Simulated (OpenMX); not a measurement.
The system is As.

```
As
1.0
     1.88080    1.08588    3.51406
    -1.88080    1.08588    3.51406
     0.00000   -2.17176    3.51406
As
2
Cartesian
  0.0000 0.0000 2.3825
  0.0000 0.0000 8.1597
```

Base run:

```yaml
Program: OpenMX 3.8.5
Functional: PBE
Potentials_or_basis: OpenMX 2013 PBE set, As7.0-s3p2d2f1, grid cutoff 500 Ry
k_mesh: 9 × 9 × 9
Occupations: fermi-dirac, width 0.05 eV
Spin: no spin polarisation
```

Its results: pressure 5.7 GPa; largest force 0.983 eV/Å.

Question: The run is repeated on the same cell with these changes: potentials or basis from OpenMX 2013 PBE set, As7.0-s3p2d2f1, grid cutoff 500 Ry to OpenMX 2013 PBE set, As7.0-s3p2d1, grid cutoff 500 Ry. What comes out?

Answer: Pressure 10.9 GPa; largest force 1.659 eV/Å.

Caveats: the basis of atomic orbitals isn't converged, which shifts pressures, moduli and gaps; forces of over 1 eV/Å show positions far from the minimum, so gaps and moduli don't describe the material at rest (some runs).
